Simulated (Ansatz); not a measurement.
## K in Ansatz: the effect of target pressure

Crystal: K.

```
CELL_PARAMETERS angstrom
0.00000 3.39187 3.39187
3.39187 0.00000 3.39187
3.39187 3.39187 0.00000
ATOMIC_POSITIONS crystal
K 0.00000 0.00000 0.00000
```

This isn't the form of K at room conditions, which is bcc.

Alike in all runs:

```yaml
Program: Ansatz 0.2.0
Task: relaxation of cell and atoms
Functional: r2SCAN
Potentials_or_basis: Ansatz PAW
Cutoff: "500 eV (not typed: the program's choice for these potentials)"
k_mesh: 7 × 7 × 7
Occupations: fermi-dirac, width 0.05 eV
Spin: no spin polarisation
```

Each run relaxes the cell or the atoms first.

One run gave: relaxed volume 76.45 Å³/atom. Which target pressure did it use?
A. 10 GPa
B. 5 GPa
C. 0 GPa
D. 30 GPa
E. 20 GPa

C.

```tsv
target pressure	relaxed volume (Å³/atom)
0 GPa	76.45
2 GPa	55.69
5 GPa	44.44
10 GPa	35.88
20 GPa	27.27
30 GPa	22.13
```

Caveats: the plane-wave basis is chosen anew once the cell has moved, so the energies of steps on either side of that aren't comparable; the PAW data sets come from PBE, with cores solved anew for the run's functional, which leaves a small shift of forces and pressure; the volume moved by over 15 % at a fixed basis, so the end points are rough (some runs).
